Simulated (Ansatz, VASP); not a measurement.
## Hf31SiO64 (random alloy of the tetragonal HfO2 with Si on Hf sites line, x = 0.0312): VASP beside Ansatz

Aim: how closely do two programs agree when they are given the same cell, functional and k mesh? Of the first pair: The structure shown is the start of the Ansatz relaxation below; VASP solves that cell, so the two are compared at the walk's first step.

Method: plane waves, with VASP 6.6.1 beside it; PBE, in Ansatz 0.2.0.

## Step 1: Starting point

The cell holds 96 atoms: 31 Hf, 64 O and 1 Si. Cell: a = 10.132 Å, b = 10.132 Å, c = 10.437 Å, α = 90.0°, β = 90.0°, γ = 90.0°. It derives from HfO2 (tetragonal HfO2 with Si on Hf sites), repeated 2×2×2. Tetragonal HfO2 with Si on Hf sites: 96 atoms, 1 of 32 Hf sites given to Si at random, cell and internal coordinates interpolated linearly between the end members (Vegard's rule); (so at first; earlier steps may have moved the atoms), displaced by a Gaussian of 0.02 A. Lattice constants are starting values near those of PBE.

## Step 2: Ansatz: relaxation, PBE

Ansatz runs on its default PAW (the set named soft_2) files.

The two programs are compared at the cell with which this relaxation starts, whose forces are those of its first step.

Input file input.yaml:

```yaml
crystal:
  lattice:
    - [10.13202, 0.0, 0.0]
    - [0.0, 10.13202, 0.0]
    - [0.0, 0.0, 10.4373]
  atoms:
    - { symbol: Hf, position: [0.25321, 0.37379, 0.12399] }
    - { symbol: Hf, position: [0.24788, 0.12671, 0.37059] }
    - { symbol: O, position: [0.12844, 0.9985, 0.02561] }
    - { symbol: O, position: [0.12451, 0.00289, 0.27105] }
    - { symbol: O, position: [0.37436, 0.99924, 0.47717] }
    - { symbol: O, position: [0.37283, 0.99966, 0.22332] }
    - { symbol: Hf, position: [8.0e-05, 0.12615, 0.12289] }
    - { symbol: Hf, position: [0.00226, 0.37678, 0.37596] }
    - { symbol: O, position: [0.37678, 0.24865, 0.02476] }
    - { symbol: O, position: [0.37315, 0.24947, 0.27602] }
    - { symbol: O, position: [0.12363, 0.24922, 0.47368] }
    - { symbol: O, position: [0.12333, 0.24868, 0.22498] }
    - { symbol: Hf, position: [0.24779, 0.37546, 0.62818] }
    - { symbol: Hf, position: [0.25146, 0.12462, 0.8733] }
    - { symbol: O, position: [0.12353, 0.00334, 0.5251] }
    - { symbol: O, position: [0.12374, 0.00038, 0.77902] }
    - { symbol: O, position: [0.37524, 0.00122, 0.97558] }
    - { symbol: O, position: [0.3743, 0.99774, 0.72433] }
    - { symbol: Hf, position: [0.99959, 0.12616, 0.62661] }
    - { symbol: Hf, position: [0.00184, 0.37556, 0.8767] }
    - { symbol: O, position: [0.37351, 0.25247, 0.52598] }
    - { symbol: O, position: [0.37441, 0.25096, 0.77486] }
    - { symbol: O, position: [0.12723, 0.253, 0.97919] }
    - { symbol: O, position: [0.12224, 0.24715, 0.72403] }
    - { symbol: Hf, position: [0.25032, 0.87673, 0.1256] }
    - { symbol: Hf, position: [0.24601, 0.6244, 0.37659] }
    - { symbol: O, position: [0.12545, 0.5015, 0.02457] }
    - { symbol: O, position: [0.1246, 0.50037, 0.27579] }
    - { symbol: O, position: [0.37539, 0.50023, 0.47371] }
    - { symbol: O, position: [0.37575, 0.50024, 0.22716] }
[... 60 atom lines left out ...]
    - { symbol: Hf, position: [0.50165, 0.62805, 0.62645] }
    - { symbol: Hf, position: [0.50175, 0.87327, 0.87334] }
    - { symbol: O, position: [0.87216, 0.75243, 0.52451] }
    - { symbol: O, position: [0.87776, 0.74846, 0.77416] }
    - { symbol: O, position: [0.62519, 0.75182, 0.97512] }
    - { symbol: O, position: [0.62542, 0.75003, 0.72534] }
kpoints:
  mp_grid: { grid: [1, 1, 1] }
hamiltonian:
  xc: pbe
scf:
  occupations: { method: gaussian, width: 0.05 }
output:
  forces: true
relax:
  f_tol: 0.05
  max_steps: 150
  cell: {}
```

Command:

```
$ ansatz run input.yaml --threads 4 --pin off --max-ram 8192MiB --backend cpu --events-out ev --progress --plain --runs-dir out
```

Numbers of over 12 decimals in the logs are rounded to 6 here.

The program printed:

```text
Engine: ansatz 0.2.0, aarch64-unknown-linux-gnu
Pseudopotentials: kind: paw
Pseudopotential: Hf, paw, valence charge 26, recommended cutoff 420 eV (normal), Hf.paw.azcp
Pseudopotential: O, paw, valence charge 6, recommended cutoff 420 eV (normal), O.paw.azcp
Pseudopotential: Si, paw, valence charge 4, recommended cutoff 420 eV (normal), Si.paw.azcp
Functional definition: PBE
  parameter kappa = 0.804
  parameter beta = 0.066725
  exchange = pbe_x(kappa = kappa, mu = beta*pi^2/3)
  correlation = pbe_c(beta = beta)
Crystal: 96 atoms, lattice volume = 1071.471 Å³
Basis set: ecut = 420 eV, 20943 PW (Γ), exchange–correlation on 144×144×144 points (8 copies of the dense FFT grid, shifted against one another)
Bands: 717, of which v1, the nominal top of the filled ones, is band 597 counted from 1 (596 counted from 0)
Symmetry: 1 space group operations
Space group: P1 (ITA 1), of the structure as read, at distance tolerance 1.0e-4 Å
k-points: 1
Non-local potential: Hf, projectors of the file, l = 0: 3, l = 1: 2, l = 2: 2, l = 3: 3
Non-local potential: O, projectors of the file, l = 0: 2, l = 1: 2, l = 2: 1
Non-local potential: Si, projectors of the file, l = 0: 2, l = 1: 2, l = 2: 2
PAW form: soft (Blöchl's): semilocal exchange-correlation on the pseudo side does not see the compensation charge
PAW one-centre angular grid: Hf, 590 points (default); XC on 64 Gauss nodes
PAW one-centre angular grid: O, 110 points (default); XC on 64 Gauss nodes
PAW one-centre angular grid: Si, 110 points (default); XC on 64 Gauss nodes
Initial density: superposition of atomic densities (neutral atoms: chi_scale 0, normalization atom), corrected by the library's trained network
Initial wavefunctions: pseudopotential atomic-orbital guess
Functional: x = pbe(κ = 0.804, μ = 0.219515), c = pbe(β = 0.066725)
SCF iter   1: F=—  HF=-524474.331317 eV  |F-HF|=—  |Δ(HF+E_count)|=         —  Δρ=4.70e-3  dr2=3.59e-1  ethr=1.77e-3  ⟨swp⟩=5.0  Hψ=2172  notcnv=0  defer=57
preconditioner: auto → Resta (q_TF=auto, 2.778 Å⁻¹)  ε∞=5.5  [insulator: Δε(μ)=2.730 eV  Ē_g=17.992 eV  σ=0.050 eV  W_gap=1.00  n_scr=388 (ndim 8)  ℏωp=38.2 eV  f_vac=0.059  D(μ)=0.00/eV (n_scr^D=0)  ε∞_Penn≈5.5]
SCF iter   2: F=—  HF=-524474.280560 eV  |F-HF|=—  |Δ(HF+E_count)|=   5.08e-2  Δρ=2.47e-3  dr2=8.40e-2  ethr=3.01e-5  ⟨swp⟩=2.0  Hψ=1018  notcnv=0  defer=113
SCF iter   3: F=—  HF=-524474.267946 eV  |F-HF|=—  |Δ(HF+E_count)|=   1.26e-2  Δρ=1.12e-3  dr2=1.80e-2  ethr=7.03e-6  ⟨swp⟩=2.0  Hψ=1075  notcnv=0  defer=113
SCF iter   4: F=—  HF=-524474.264610 eV  |F-HF|=—  |Δ(HF+E_count)|=   3.34e-3  Δρ=3.42e-4  dr2=1.33e-3  ethr=1.51e-6  ⟨swp⟩=2.0  Hψ=1076  notcnv=0  defer=113
SCF iter   5: F=—  HF=-524474.264569 eV  |F-HF|=—  |Δ(HF+E_count)|=   4.14e-5  Δρ=2.10e-4  dr2=4.09e-4  ethr=1.12e-7  ⟨swp⟩=2.0  Hψ=1297  notcnv=0  defer=113
SCF iter   6: F=—  HF=-524474.264551 eV  |F-HF|=—  |Δ(HF+E_count)|=   1.75e-5  Δρ=5.12e-5  dr2=2.54e-5  ethr=3.43e-8  ⟨swp⟩=2.0  Hψ=1077  notcnv=0  defer=113
SCF iter   7: F=—  HF=-524474.264889 eV  |F-HF|=—  |Δ(HF+E_count)|=   3.38e-4  Δρ=2.68e-5  dr2=7.63e-6  ethr=2.13e-9  ⟨swp⟩=2.0  Hψ=1193  notcnv=0  defer=113
SCF iter   8: F=—  HF=-524474.264891 eV  |F-HF|=—  |Δ(HF+E_count)|=   1.24e-6  Δρ=1.09e-5  dr2=1.14e-6  ethr=6.39e-10  ⟨swp⟩=2.0  Hψ=1200  notcnv=0  defer=113
SCF iter   9: F=—  HF=-524474.264891 eV  |F-HF|=—  |Δ(HF+E_count)|=   6.14e-7  Δρ=4.23e-6  dr2=1.67e-7  ethr=9.51e-11  ⟨swp⟩=2.0  Hψ=1200  notcnv=0  defer=113
SCF iter  10: F=-524474.264891 eV  HF=-524474.264891 eV  |F-HF|=8.15e-10  |Δ(HF+E_count)|=   9.13e-8  Δρ=2.05e-6  dr2=4.48e-8  ethr=8.38e-12  ⟨swp⟩=5.0  Hψ=2796  notcnv=0
SCF 1 converged in 10 iterations: F = -524474.264891 eV  dr2 = 4.48e-8
  greatest PAW one-centre occupation: 0.999 electrons in one spin orbital (limit 2), on the Hf atom at site 73 (counted from 0), in its partial waves of l = 0
relax step   1: F+E_penalty+E_count = -524474.26489129 eV  Δ(F+E_penalty+E_count) = +0.000e0 eV  max|allowed force component| = 2.254e0 eV/Å  Δτ_max = 0.0000 Å  P = +2.238 GPa  Ω = 1071.471 Å³  (10 SCF iters, dr2 threshold 1.00e-7 eV, accepted)
Crystal: 96 atoms, lattice volume = 1088.159 Å³
Basis set: ecut = 420 eV, 21245 PW (Γ), exchange–correlation on 144×144×144 points (8 copies of the dense FFT grid, shifted against one another)
Initial density: handed on by an earlier stage of this run
Initial wavefunctions: those handed on with the density
iter 1 solved again at ethr=8.72e-5 eV; its pass at ethr=3.10e-3 eV (dr2=1.04e0 eV) is discarded
SCF iter   1: F=—  HF=-524476.345273 eV  |F-HF|=—  |Δ(HF+E_count)|=         —  Δρ=1.43e-2  dr2=1.04e0  ethr=8.72e-5  ⟨swp⟩=6.0  Hψ=3205  notcnv=0
preconditioner: auto → Resta (q_TF=auto, 2.771 Å⁻¹)  ε∞=5.5  [insulator: Δε(μ)=3.620 eV  Ē_g=17.935 eV  σ=0.050 eV  W_gap=1.00  n_scr=398 (ndim 8)  ℏωp=37.9 eV  f_vac=0.066  D(μ)=0.00/eV (n_scr^D=0)  ε∞_Penn≈5.5]
[...]
atom  92  Hf     0.00153242     0.00123953    -0.00016785
  atom  93  O     -0.00014867    -0.00000759     0.00007356
  atom  94  O     -0.00081456     0.00002816    -0.00041165
  atom  95  O     -0.00045989    -0.00030603    -0.00081193
  atom  96  O     -0.00057411    -0.00060439     0.00010861
  max |Σ_I F_I| component: 7.42e-6 eV/Å
--- Stress (GPa, compression-positive) ---
       -0.002267      -0.001549      -0.000475
       -0.001549       0.004965       0.008001
       -0.000475       0.008001       0.001708
  P = ⅓ Tr σ = 0.0015 GPa (0.015 kbar)
--- Relaxed structure (43 steps of the walk, 39 accepted, 3 SCFs on fresh bases) ---
  F+E_penalty+E_count = -524483.65119280 eV   max|allowed force component| = 4.323e-3 eV/Å   (the final SCF, on the basis selected at the relaxed cell)
  cell:  # Å, volume = 1131.9235 Å³
    - [10.372014, -0.034249, 0.031776]
    - [-0.034249, 10.262361, 0.865027]
    - [0.032733, 0.891090, 10.709593]
  atoms:
    - { symbol: Hf, position: [0.274884, 0.362505, 0.106236] }
    - { symbol: Hf, position: [0.229172, 0.137359, 0.396172] }
    - { symbol: O, position: [0.158937, 1.030849, 0.070875] }
    - { symbol: O, position: [0.089836, 0.032778, 0.321555] }
    - { symbol: O, position: [0.337492, 0.967282, 0.430193] }
    - { symbol: O, position: [0.410677, 0.969497, 0.180527] }
    - { symbol: Hf, position: [0.022399, 0.139167, 0.144777] }
    - { symbol: Hf, position: [-0.019570, 0.363656, 0.353766] }
    - { symbol: O, position: [0.379278, 0.231062, 0.012991] }
    - { symbol: O, position: [0.374241, 0.224106, 0.264301] }
    - { symbol: O, position: [0.121908, 0.277393, 0.486332] }
    - { symbol: O, position: [0.130672, 0.276632, 0.236314] }
    - { symbol: Hf, position: [0.270827, 0.361343, 0.604811] }
    - { symbol: Hf, position: [0.225959, 0.137268, 0.895631] }
    - { symbol: O, position: [0.160515, 0.036601, 0.572271] }
    - { symbol: O, position: [0.088829, 0.031944, 0.821807] }
    - { symbol: O, position: [0.339759, -0.028505, 0.929790] }
    - { symbol: O, position: [0.407172, 0.958061, 0.683097] }
    - { symbol: Hf, position: [1.019144, 0.138435, 0.646472] }
    - { symbol: Hf, position: [-0.017944, 0.367186, 0.855833] }
    - { symbol: O, position: [0.378541, 0.222723, 0.515096] }
    - { symbol: O, position: [0.370078, 0.223530, 0.764105] }
    - { symbol: O, position: [0.123761, 0.277241, 0.987312] }
    - { symbol: O, position: [0.126842, 0.277625, 0.738310] }
    - { symbol: Hf, position: [0.276642, 0.863265, 0.104232] }
    - { symbol: Hf, position: [0.230043, 0.634450, 0.393465] }
    - { symbol: O, position: [0.169978, 0.534885, 0.060989] }
    - { symbol: O, position: [0.095535, 0.531033, 0.314582] }
    - { symbol: O, position: [0.342085, 0.466799, 0.429418] }
    - { symbol: O, position: [0.413877, 0.467854, 0.179167] }
    - { symbol: Hf, position: [0.026194, 0.637476, 0.136434] }
    - { symbol: Hf, position: [0.978362, 0.862895, 0.351537] }
    - { symbol: O, position: [0.388874, 0.730396, 0.025240] }
    - { symbol: O, position: [0.374077, 0.725645, 0.270277] }
    - { symbol: O, position: [0.123999, 0.772513, 0.475361] }
    - { symbol: O, position: [0.127425, 0.775975, 0.224119] }
    - { symbol: Hf, position: [0.263044, 0.861472, 0.608603] }
    - { symbol: Si, position: [0.224188, 0.613340, 0.905696] }
[...]
- { symbol: Hf, position: [0.022897, 0.641335, 0.640281] }
    - { symbol: Hf, position: [-0.017737, 0.858010, 0.849078] }
[...]
- { symbol: Hf, position: [0.773342, 0.362439, 0.104151] }
    - { symbol: Hf, position: [0.729283, 0.137916, 0.397214] }
[...]
- { symbol: Hf, position: [0.523272, 0.138587, 0.146832] }
    - { symbol: Hf, position: [0.481403, 0.360720, 0.357118] }
[...]
- { symbol: Hf, position: [0.773245, 0.362146, 0.607224] }
    - { symbol: Hf, position: [0.727644, 0.134715, 0.895398] }
[...]
- { symbol: Hf, position: [0.518765, 0.132791, 0.650116] }
    - { symbol: Hf, position: [0.476232, 0.363293, 0.855673] }
[...]
- { symbol: Hf, position: [0.774017, 0.863433, 0.102295] }
    - { symbol: Hf, position: [0.731854, 0.639332, 0.394508] }
[...]
- { symbol: Hf, position: [0.525793, 0.638631, 0.149224] }
    - { symbol: Hf, position: [0.478220, 0.863371, 0.359687] }
[...]
- { symbol: Hf, position: [0.768587, 0.862872, 0.605517] }
    - { symbol: Hf, position: [0.726389, 0.637877, 0.895753] }
    - { symbol: O, position: [0.663870, 0.532468, 0.574977] }
    - { symbol: O, position: [0.587544, 0.531023, 0.824701] }
    - { symbol: O, position: [0.842481, 0.471812, 0.927828] }
    - { symbol: O, position: [0.913791, 0.470354, 0.681762] }
    - { symbol: Hf, position: [0.522911, 0.632777, 0.643946] }
    - { symbol: Hf, position: [0.469895, 0.854027, 0.860470] }
    - { symbol: O, position: [0.878797, 0.726895, 0.511161] }
    - { symbol: O, position: [0.861760, 0.726195, 0.760589] }
    - { symbol: O, position: [0.627013, 0.775076, 0.987023] }
    - { symbol: O, position: [0.614619, 0.773099, 0.737770] }
```

The column dr2 measures how far the density is from self-consistency, as an energy; F and HF (Harris–Foulkes) agree once it is small.

## Step 3: VASP: single point, PBE, start cell, pair 1

The same cell, functional, mesh and smearing now go to VASP, with its own data sets.

Lines of VASP's logs that name or quote its potential files are left out, and so is its time.

Input file INCAR:

```
SYSTEM = Hf31SiO64
PREC = Accurate
ENCUT = 520
EDIFF = 1E-06
NELM = 120
ISMEAR = 0
SIGMA = 0.05
LREAL = Auto
ALGO = Normal
GGA = PE
NBANDS = 416
LASPH = .TRUE.
LORBIT = 11
LWAVE = .FALSE.
LCHARG = .FALSE.
ISIF = 2
GGA_COMPAT = .FALSE.
EFERMI = MIDGAP
NCORE = 2
```

Input file POSCAR:

```
Hf31SiO64
1.0
   10.1320200000      0.0000000000      0.0000000000
    0.0000000000     10.1320200000      0.0000000000
    0.0000000000      0.0000000000     10.4373000000
Hf O Si
31 64 1
Direct
    0.2532071591      0.3737852866      0.1239880046
    0.2478775210      0.1267072114      0.3705939275
    0.0000789576      0.1261545082      0.1228861870
    0.0022601613      0.3767758058      0.3759592998
    0.2477886937      0.3754631357      0.6281797016
    0.2514602221      0.1246247046      0.8733005662
    0.9995933684      0.1261643779      0.6266084141
    0.0018357642      0.3755618327      0.8767018290
    0.2503153369      0.8767254703      0.1255976162
    0.2460121476      0.6243967146      0.3765916473
    0.0023687281      0.6253738149      0.1242754352
    0.9987445741      0.8758371973      0.3751544940
    0.2494665427      0.8750574910      0.6223736024
    0.0032076526      0.6256699059      0.6226993571
    0.0016975884      0.8746429636      0.8738371035
    0.7510545775      0.3752657417      0.1251473082
    0.7512223624      0.1254636292      0.3763137976
    0.5004924980      0.1244075712      0.1259521141
    0.4996634432      0.3769534604      0.3754131816
    0.7474916157      0.3756210509      0.6259569046
    0.7525547719      0.1247826199      0.8738179414
    0.5015979045      0.1270625206      0.6242323206
    0.5016275136      0.3738938533      0.8787521677
    0.7512322321      0.8741396089      0.1276958600
    0.7502452621      0.6281866795      0.3759592998
    0.4997621402      0.6225708200      0.1227328907
    0.4986863429      0.8717017929      0.3765820662
    0.7444912268      0.8788178468      0.6256982170
    0.7479357522      0.6290453434      0.8761173867
    0.5016472530      0.6280485037      0.6264455367
[... 60 atom lines left out ...]
    0.8755213669      0.5005517162      0.7235875178
    0.8721557991      0.7524264658      0.5245130446
    0.8777617889      0.7484588463      0.7741561515
    0.6251862906      0.7518244141      0.9751180861
    0.6254231634      0.7500281286      0.7253408449
    0.2506212976      0.6266667456      0.8733484713
```

Input file KPOINTS:

```
Automatic mesh
0
Gamma
1 1 1
0 0 0
```

Potentials, in the order of the species: Hf_pv, O and Si (PBE family, release 64).

Command:

```
$ mpirun -np 8 vasp_gam
```

The program printed:

```text
[banner, memory and clock lines left out]
running    8 mpi-ranks, on    1 nodes
[...]
LDA part: xc-table for (Slater+PW92), standard interpolation
 POSCAR, INCAR and KPOINTS ok, starting setup
[...]
entering main loop
       N       E                     dE             d eps       ncg     rms          rms(c)
DAV:   1     0.784627319723E+04    0.78463E+04   -0.44554E+05   832   0.179E+03
DAV:   2    -0.264774053295E+03   -0.81110E+04   -0.77505E+04  1104   0.511E+02
DAV:   3    -0.111107933536E+04   -0.84631E+03   -0.83857E+03   936   0.147E+02
DAV:   4    -0.113429659875E+04   -0.23217E+02   -0.23125E+02   968   0.252E+01
[...]
DAV:  14    -0.957925202791E+03   -0.90185E-04   -0.38783E-04  1000   0.342E-02    0.750E-02
DAV:  15    -0.957925227858E+03   -0.25067E-04   -0.52077E-05   960   0.137E-02    0.778E-02
DAV:  16    -0.957925228268E+03   -0.41046E-06   -0.80490E-06   856   0.540E-03
   1 F= -.95792523E+03 E0= -.95792523E+03  d E =0.000000E+00
```

From OUTCAR (step 3):

```text
  FREE ENERGIE OF THE ION-ELECTRON SYSTEM (eV)
  ---------------------------------------------------
  free  energy   TOTEN  =      -957.9252282681 eV

  energy  without entropy=     -957.9252282681  energy(sigma->0) =     -957.92522827
```

The run ends at a pressure of -0.99 GPa, with forces up to 2.9 eV/Å.

## Step 4: Comparison

Known differences besides the potentials themselves: the data sets hold 1194 valence electrons in Ansatz (on its default PAW (the set named soft_2) files) and 698 in VASP; the cutoff is 420 eV in Ansatz and 520 eV in VASP (PREC = Accurate, projectors in real space). Total energies have different zeros and are not compared.

Forces on 7 of the 96 atoms, those with the largest forces and the largest differences (eV/Å; atoms numbered as in POSCAR):

| atom | Ansatz x, y, z | VASP x, y, z |
| --- | --- | --- |
| Hf14 | -1.097, 0.357, 0.564 | -1.099, 0.353, 0.569 |
| Hf31 | -0.508, 0.791, 0.923 | -0.492, 0.794, 0.927 |
| O57 | 2.253, 1.703, 0.961 | 2.165, 1.606, 0.929 |
| O58 | -1.559, 1.682, -1.287 | -1.467, 1.595, -1.242 |
| O61 | -1.646, -2.102, 1.443 | -1.546, -2.016, 1.405 |
| O62 | 1.653, -1.858, -1.439 | 1.556, -1.769, -1.403 |
| O68 | -0.850, 1.037, 0.097 | -0.841, 1.028, 0.142 |

The forces differ by 28 meV/Å r.m.s., which is 5.6 % of the r.m.s. force of 0.507 eV/Å (both taken over all components).

(Continued in part 2 of 2.)

[Lines on the potential files, build, host, timing and source positions are cut from VASP's logs without a mark.]

[Logs are printed without paths, hosts, clocks, repeated set-up lines and the standing remarks that a program may print on its own settings, such as how far it seeks lower states.]

[Hosts, paths, dates, database ids (printed as entryN), source tags and the programs' standing remarks are cut or masked in the printed files.]
